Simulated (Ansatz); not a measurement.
A strain series on zincblende BeS with HSE06 in Ansatz; the unstrained cell is the r2SCAN minimum. Calculated for a static, non-magnetic cell.

Input of the unstrained run:
```yaml
crystal:
  lattice:
    - [0.0, 2.4343062304, 2.4343062304]
    - [2.4343062304, 0.0, 2.4343062304]
    - [2.4343062304, 2.4343062304, 0.0]
  atoms:
    - { symbol: Be, position: [0.0, 0.0, 0.0] }
    - { symbol: S, position: [0.25, 0.25, 0.25] }
kpoints:
  mp_grid: { grid: [6, 6, 6] }
  band_path:
    path:
      - [0.0, 0.0, 0.0]
      - [-0.5, -0.5, 0.0]
      - [-0.375, -0.375, 0.25]
      - [-0.375, 0.0, 0.375]
      - [0.0, 0.0, 0.5]
      - [-0.5, -0.25, 0.25]
      - [-0.0375, 0.0, 0.0375]
      - [0.0, 0.5, 0.5]
    npoints: 1
hamiltonian:
  xc: hse06
scf:
  occupations: { method: fixed }
  n_extra_bands: 4
output:
  forces: true
  stress: true
  eigenvalues: true
```

Its main results, and the levels near the gap at the points of the path (eV from the Fermi energy, bands numbered from 0, names kept under strain):
```
Crystal: 2 atoms, lattice volume = 28.851 Å³
Basis set: ecut = 420 eV, 537 PW (Γ)
Symmetry: 24 space group operations
Space group: F-43m (ITA 216)
k-points: 16 of 216 (time reversal used)
Free energy (F): -997.770585 eV
Fermi energy:    4.560725 eV
--- Stress (GPa, compression-positive) ---
       -0.916014       0.000000       0.000000
        0.000000      -0.916014       0.000000
        0.000000       0.000000      -0.916014
  P = ⅓ Tr σ = -0.9160 GPa (-9.160 kbar)
```
```tsv
point	band_1	band_2	band_3	band_4	band_5	band_6
Γ	0.000	0.000	0.000	6.874	6.874	6.874
X	-5.475	-2.835	-2.835	4.085	5.975	14.400
U	-4.969	-4.378	-2.346	5.395	8.703	12.025
K	-4.969	-4.378	-2.346	5.395	8.703	12.025
L	-6.275	-1.106	-1.106	6.568	7.773	7.773
W	-4.656	-4.140	-3.543	7.552	9.309	9.768
(-0.037,0,0.037)	-0.315	-0.128	-0.018	6.786	6.929	7.035
(0,1/2,1/2)	-5.475	-2.835	-2.835	4.085	5.975	14.400
```

Isotropic -4.0 % on every length. The input changes in these blocks:
```yaml
crystal:
  lattice:
    - [0.0, 2.3369339811, 2.3369339811]
    - [2.3369339811, 0.0, 2.3369339811]
    - [2.3369339811, 2.3369339811, 0.0]
  atoms:
    - { symbol: Be, position: [0.0, 0.0, 0.0] }
    - { symbol: S, position: [0.25, 0.25, 0.25] }
```

```
Crystal: 2 atoms, lattice volume = 25.525 Å³
Basis set: ecut = 420 eV, 531 PW (Γ)
Symmetry: 24 space group operations
Space group: F-43m (ITA 216)
k-points: 16 of 216 (time reversal used)
Free energy (F): -997.650815 eV
Fermi energy:    6.053222 eV
--- Stress (GPa, compression-positive) ---
       13.822702       0.000000       0.000000
        0.000000      13.822702       0.000000
        0.000000       0.000000      13.822702
  P = ⅓ Tr σ = 13.8227 GPa (138.227 kbar)
```
```tsv
point	band_1	band_2	band_3	band_4	band_5	band_6
Γ	0.000	0.000	0.000	6.794	6.794	6.794
X	-6.197	-3.323	-3.323	3.771	5.834	15.419
U	-5.609	-5.147	-2.762	5.221	8.871	12.638
K	-5.609	-5.147	-2.762	5.221	8.871	12.638
L	-7.186	-1.301	-1.301	7.029	7.712	7.712
W	-5.201	-4.880	-4.216	7.657	9.263	10.244
(-0.037,0,0.037)	-0.352	-0.160	-0.021	6.837	6.856	7.007
(0,1/2,1/2)	-6.197	-3.323	-3.323	3.771	5.834	15.419
```

HSE06: the gap goes from 4.085 to 3.771 eV (-0.314 eV).

Another run changes these blocks:
```yaml
crystal:
  lattice:
    - [0.0, 2.3612770434, 2.3612770434]
    - [2.3612770434, 0.0, 2.3612770434]
    - [2.3612770434, 2.3612770434, 0.0]
  atoms:
    - { symbol: Be, position: [0.0, 0.0, 0.0] }
    - { symbol: S, position: [0.25, 0.25, 0.25] }
```

```
Crystal: 2 atoms, lattice volume = 26.331 Å³
Basis set: ecut = 420 eV, 531 PW (Γ)
Symmetry: 24 space group operations
Space group: F-43m (ITA 216)
k-points: 16 of 216 (time reversal used)
Free energy (F): -997.709125 eV
Fermi energy:    5.655799 eV
--- Stress (GPa, compression-positive) ---
        9.459528       0.000000       0.000000
        0.000000       9.459528       0.000000
        0.000000       0.000000       9.459528
  P = ⅓ Tr σ = 9.4595 GPa (94.595 kbar)
```
```tsv
point	band_1	band_2	band_3	band_4	band_5	band_6
Γ	0.000	0.000	0.000	6.822	6.822	6.822
X	-6.005	-3.193	-3.193	3.858	5.878	15.162
U	-5.438	-4.942	-2.650	5.273	8.836	12.485
K	-5.438	-4.942	-2.650	5.273	8.836	12.485
L	-6.944	-1.248	-1.248	6.914	7.735	7.735
W	-5.057	-4.682	-4.035	7.632	9.280	10.127
(-0.037,0,0.037)	-0.342	-0.152	-0.020	6.847	6.882	7.023
(0,1/2,1/2)	-6.005	-3.193	-3.193	3.858	5.878	15.162
```

Problem. Which strain is this, and what did it do?

Solution. Isotropic -3.0 % on every length, atoms relaxed again. HSE06: the gap goes from 4.085 to 3.858 eV (-0.227 eV).

Isotropic -2.0 % on every length. The input changes in these blocks:
```yaml
crystal:
  lattice:
    - [0.0, 2.3856201057, 2.3856201057]
    - [2.3856201057, 0.0, 2.3856201057]
    - [2.3856201057, 2.3856201057, 0.0]
  atoms:
    - { symbol: Be, position: [0.0, 0.0, 0.0] }
    - { symbol: S, position: [0.25, 0.25, 0.25] }
```

```
Crystal: 2 atoms, lattice volume = 27.154 Å³
Basis set: ecut = 420 eV, 531 PW (Γ)
Symmetry: 24 space group operations
Space group: F-43m (ITA 216)
k-points: 16 of 216 (time reversal used)
Free energy (F): -997.747507 eV
Fermi energy:    5.275081 eV
--- Stress (GPa, compression-positive) ---
        5.579227       0.000000       0.000000
        0.000000       5.579227       0.000000
        0.000000       0.000000       5.579227
  P = ⅓ Tr σ = 5.5792 GPa (55.792 kbar)
```
```tsv
point	band_1	band_2	band_3	band_4	band_5	band_6
Γ	0.000	0.000	0.000	6.844	6.844	6.844
X	-5.821	-3.068	-3.068	3.940	5.916	14.907
U	-5.275	-4.746	-2.544	5.319	8.796	12.332
K	-5.275	-4.746	-2.544	5.319	8.796	12.332
L	-6.712	-1.199	-1.199	6.798	7.753	7.753
W	-4.918	-4.493	-3.863	7.607	9.294	10.009
(-0.037,0,0.037)	-0.333	-0.143	-0.020	6.846	6.902	7.033
(0,1/2,1/2)	-5.821	-3.068	-3.068	3.940	5.916	14.907
```

HSE06: the gap goes from 4.085 to 3.940 eV (-0.145 eV).

Another run changes these blocks:
```yaml
crystal:
  lattice:
    - [0.0, 2.409963168, 2.409963168]
    - [2.409963168, 0.0, 2.409963168]
    - [2.409963168, 2.409963168, 0.0]
  atoms:
    - { symbol: Be, position: [0.0, 0.0, 0.0] }
    - { symbol: S, position: [0.25, 0.25, 0.25] }
```

```
Crystal: 2 atoms, lattice volume = 27.994 Å³
Basis set: ecut = 420 eV, 537 PW (Γ)
Symmetry: 24 space group operations
Space group: F-43m (ITA 216)
k-points: 16 of 216 (time reversal used)
Free energy (F): -997.767512 eV
Fermi energy:    4.910295 eV
--- Stress (GPa, compression-positive) ---
        2.134995       0.000000       0.000000
        0.000000       2.134995       0.000000
        0.000000       0.000000       2.134995
  P = ⅓ Tr σ = 2.1350 GPa (21.350 kbar)
```
```tsv
point	band_1	band_2	band_3	band_4	band_5	band_6
Γ	0.000	0.000	0.000	6.862	6.862	6.862
X	-5.645	-2.949	-2.949	4.015	5.949	14.653
U	-5.118	-4.558	-2.443	5.360	8.752	12.179
K	-5.118	-4.558	-2.443	5.360	8.752	12.179
L	-6.489	-1.151	-1.151	6.683	7.766	7.766
W	-4.785	-4.312	-3.699	7.580	9.303	9.889
(-0.037,0,0.037)	-0.323	-0.136	-0.019	6.830	6.918	7.037
(0,1/2,1/2)	-5.645	-2.949	-2.949	4.015	5.949	14.653
```

Problem. Which strain is this, and what did it do?

Solution. Isotropic -1.0 % on every length, atoms relaxed again. HSE06: the gap goes from 4.085 to 4.015 eV (-0.070 eV).

The program warns that its thresholds are loose for a hybrid's stress.

The meshes of the hybrids are coarse, so their gaps aren't converged to the digits shown.
